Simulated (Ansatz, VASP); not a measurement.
**CdS in VASP and in Ansatz**

The input INCAR:

```
  PREC = Accurate
  ENCUT = 520
  EDIFF = 1E-6
  ISMEAR = 0
  SIGMA = 0.05
  LREAL = F
  LASPH = T
  NELM = 60
  ALGO = Normal
  ISIF = 2
  LWAVE = F
  LCHARG = F
  GGA = RE
  IVDW = 12
  NBANDS = 16
```

The input KPOINTS:

```
Automatic mesh
0
Gamma
  8 8 8
```

POSCAR

```
CdS
1.0
    0.0000000000      2.8979006401      2.8979006401
    2.8979006401      0.0000000000      2.8979006401
    2.8979006401      2.8979006401      0.0000000000
Cd S
1 1
Direct
    0.0000000000      0.0000000000      0.0000000000
    0.7500000000      0.7500000000      0.7500000000
```

Input for Ansatz:

```yaml
crystal:
  lattice:
    - [0.0, 2.8979006401, 2.8979006401]
    - [2.8979006401, 0.0, 2.8979006401]
    - [2.8979006401, 2.8979006401, 0.0]
  atoms:
    - { symbol: Cd, position: [0.0, 0.0, 0.0] }
    - { symbol: S, position: [0.75, 0.75, 0.75] }
basis:
  ecutwfc: 420
  ecutrho_ratio: 4
kpoints:
  mp_grid: { grid: [8, 8, 8] }
hamiltonian:
  xc: revpbe
  dispersion: d3bj
scf:
  occupations: { method: gaussian, width: 0.05 }
output:
  forces: true
  stress: true
  eigenvalues: true
```

Alike in both runs: task single point; functional revPBE; dispersion D3(BJ); k mesh 8 × 8 × 8; occupations gaussian, width 0.05 eV; no spin polarisation.

|  | VASP | Ansatz |
| --- | --- | --- |
| version | VASP 6.6.1 | Ansatz 0.2.0 |
| potentials or method | VASP PAW PBE potentials, release 64 (Cd, S) | scalar-relativistic, plane waves, PAW |
| plane-wave cutoff (eV) | 520 | 420 |
| valence electrons in the cell | 18 | 26 |

|  | VASP | Ansatz | Ansatz less VASP |
| --- | --- | --- | --- |
| gap on the k mesh at the Fermi level (eV) | 1.33 | 1.32 | -0.005 |
| least direct gap on the mesh (eV) | 1.33 | 1.32 | -0.005 |
| pressure (GPa) | 1.6 | 1.2 | -0.38 |
| dispersion energy (meV/atom) | -604.2 | -604.3 | -0.07 |

The two sets of potentials don't hold the same shells in valence.

Caveats: the PAW data sets were made with another functional, which shifts forces and pressure a little (VASP).
